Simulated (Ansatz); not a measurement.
Runs of Ansatz 0.2.0 on Ni. Symmetry: Fm-3m, No. 225, cubic system. Conventional cell: a = 3.475 Å, b = 3.475 Å, c = 3.475 Å, α = 90.00°, β = 90.00°, γ = 90.00°. Around Ni (site symmetry m-3m) lie 12 Ni at 2.46 Å. 

| task | level | cell | cutoff (eV) | smearing | gap on the mesh (eV) | pressure (GPa) | moment (μB) | relaxed volume (Å³/atom) |
| --- | --- | --- | --- | --- | --- | --- | --- | --- |
| band structure | revPBE | as given | 320 | fermi-dirac 0.05 eV | - | (a) | 0.63 | - |
| single point | PBE | as given | 320 | gaussian 0.011 eV | none | 8.0 | 0.64 | - |
| single point | PBE | as given | 320 | gaussian 0.017 eV | none | 8.0 | 0.64 | - |
| relaxation of cell and atoms | PBE+D4 | relaxed | - | fermi-dirac 0.05 eV | - | 0.0 | 0.63 | 10.56 |
| relaxation of cell and atoms | revPBE+D3(BJ) | relaxed | - | fermi-dirac 0.05 eV | - | 0.0 | 0.63 | 10.38 |
| single point | PBE | as given | 320 | gaussian 0.02 eV | none | 8.0 | 0.64 | - |

Alike in all rows: potentials or basis all-electron LAPW, scalar-relativistic; spin collinear, ferromagnetic start; k mesh 13 × 13 × 13; basis error allowed 0.001 eV/atom.

Fill in the values left out.

(a) 12.3.

A gap of «none» marks a metal or a gap under the smearing width.
